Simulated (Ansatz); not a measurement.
A relaxation computed with Ansatz, from input to last step.

```yaml
crystal:
  lattice:
    - [4.4608985869, 0.0, 0.0]
    - [0.0, 4.4608985869, 0.0]
    - [0.0, 0.0, 3.37064914]
  atoms:
    - { symbol: Ir, position: [0.5, 0.5, 0.5] }
    - { symbol: Ir, position: [0.0, 0.0, 0.0] }
    - { symbol: O, position: [0.6882888896, 0.6882888896, 0.0] }
    - { symbol: O, position: [0.8117111104, 0.1882888896, 0.5] }
    - { symbol: O, position: [0.3117111104, 0.3117111104, 0.0] }
    - { symbol: O, position: [0.1882888896, 0.8117111104, 0.5] }
basis:
  ecutwfc: 420
kpoints:
  mp_grid: { grid: [8, 8, 12] }
hamiltonian:
  xc: pbe
scf:
  occupations: { method: gaussian, width: 0.1 }
output:
  forces: true
  stress: true
  eigenvalues: true
relax:
  adjacent_minimum: "off"
  f_tol: 0.008
  max_steps: 40
  cell: { stress_tol: 0.015, fix: [c, angles] }
```

```bash
ansatz run input.yaml --threads 1 --pin off --max-ram 2560MiB --backend cpu --events-out ev --progress --plain --runs-dir out
```

Theory: DFT PBE, scalar-relativistic, plane waves, PAW in Ansatz 0.2.0.

Of 7 frames 6 are shown, positions in Å and forces in eV/Å; the SCF threshold varies from step to step. Steps run on the plane waves of an earlier cell, with a Pulay correction in the pressure. The basis is chosen afresh for the last frame, the zero of the energies, and at times for earlier ones too; energy and pressure step there, also at an unchanged geometry.

```xyz
6
Lattice="4.4609 0.0000 0.0000 0.0000 4.4609 0.0000 0.0000 0.0000 3.3706" Properties=species:S:1:pos:R:3:forces:R:3 pbc="T T T" step=1 free_energy_over_end_meV_per_atom=0.53 pressure_GPa=-10.15
Ir    2.2304    2.2304    1.6853    0.0000    0.0000    0.0000
Ir    0.0000    0.0000    0.0000    0.0000    0.0000    0.0000
O     3.0704    3.0704    0.0000   -0.1378   -0.1378    0.0000
O     3.6210    0.8399    1.6853    0.1378   -0.1378    0.0000
O     1.3905    1.3905    0.0000    0.1378    0.1378    0.0000
O     0.8399    3.6210    1.6853   -0.1378    0.1378    0.0000
6
Lattice="4.4510 0.0000 0.0000 0.0000 4.4510 0.0000 0.0000 0.0000 3.3706" Properties=species:S:1:pos:R:3:forces:R:3 pbc="T T T" step=2 free_energy_over_end_meV_per_atom=-0.20 pressure_GPa=-9.27
Ir    2.2255    2.2255    1.6853    0.0000    0.0000    0.0000
Ir    0.0000    0.0000    0.0000    0.0000    0.0000    0.0000
O     3.0591    3.0591    0.0000   -0.0248   -0.0248    0.0000
O     3.6174    0.8336    1.6853    0.0248   -0.0248    0.0000
O     1.3919    1.3919    0.0000    0.0248    0.0248    0.0000
O     0.8336    3.6174    1.6853   -0.0248    0.0248    0.0000
6
Lattice="4.4536 0.0000 0.0000 0.0000 4.4536 0.0000 0.0000 0.0000 3.3706" Properties=species:S:1:pos:R:3:forces:R:3 pbc="T T T" step=3 free_energy_over_end_meV_per_atom=-0.17 pressure_GPa=-9.54
Ir    2.2268    2.2268    1.6853    0.0000    0.0000    0.0000
Ir    0.0000    0.0000    0.0000    0.0000    0.0000    0.0000
O     3.0602    3.0602    0.0000   -0.0017   -0.0017    0.0000
O     3.6202    0.8334    1.6853    0.0017   -0.0017    0.0000
O     1.3934    1.3934    0.0000    0.0017    0.0017    0.0000
O     0.8334    3.6202    1.6853   -0.0017    0.0017    0.0000
6
Lattice="4.4538 0.0000 0.0000 0.0000 4.4538 0.0000 0.0000 0.0000 3.3706" Properties=species:S:1:pos:R:3:forces:R:3 pbc="T T T" step=4 free_energy_over_end_meV_per_atom=-0.17 pressure_GPa=-9.57
Ir    2.2269    2.2269    1.6853    0.0000    0.0000    0.0000
Ir    0.0000    0.0000    0.0000    0.0000    0.0000    0.0000
O     3.0604    3.0604    0.0000    0.0000    0.0000    0.0000
O     3.6204    0.8334    1.6853    0.0000    0.0000    0.0000
O     1.3935    1.3935    0.0000    0.0000    0.0000    0.0000
O     0.8334    3.6204    1.6853    0.0000    0.0000    0.0000
6
Lattice="4.4538 0.0000 0.0000 0.0000 4.4538 0.0000 0.0000 0.0000 3.3706" Properties=species:S:1:pos:R:3:forces:R:3 pbc="T T T" step=5 free_energy_over_end_meV_per_atom=0.00 pressure_GPa=-9.60
Ir    2.2269    2.2269    1.6853    0.0000    0.0000    0.0000
Ir    0.0000    0.0000    0.0000    0.0000    0.0000    0.0000
O     3.0604    3.0604    0.0000    0.0000    0.0000    0.0000
O     3.6204    0.8334    1.6853    0.0000    0.0000    0.0000
O     1.3935    1.3935    0.0000    0.0000    0.0000    0.0000
O     0.8334    3.6204    1.6853    0.0000    0.0000    0.0000
6
Lattice="4.4537 0.0000 0.0000 0.0000 4.4537 0.0000 0.0000 0.0000 3.3706" Properties=species:S:1:pos:R:3:forces:R:3 pbc="T T T" step=7 free_energy_over_end_meV_per_atom=0.00 pressure_GPa=-9.58
Ir    2.2269    2.2269    1.6853    0.0000    0.0000    0.0000
Ir    0.0000    0.0000    0.0000    0.0000    0.0000    0.0000
O     3.0603    3.0603    0.0000    0.0000    0.0000    0.0000
O     3.6203    0.8334    1.6853    0.0000    0.0000    0.0000
O     1.3934    1.3934    0.0000    0.0000    0.0000    0.0000
O     0.8334    3.6203    1.6853    0.0000    0.0000    0.0000
```

Time: 81 s on 1 thread of Arm Neoverse V1, with other jobs on the host, peak memory 0.45 GiB.

Spin–orbit coupling is left out, which can shift energies with elements as heavy as these.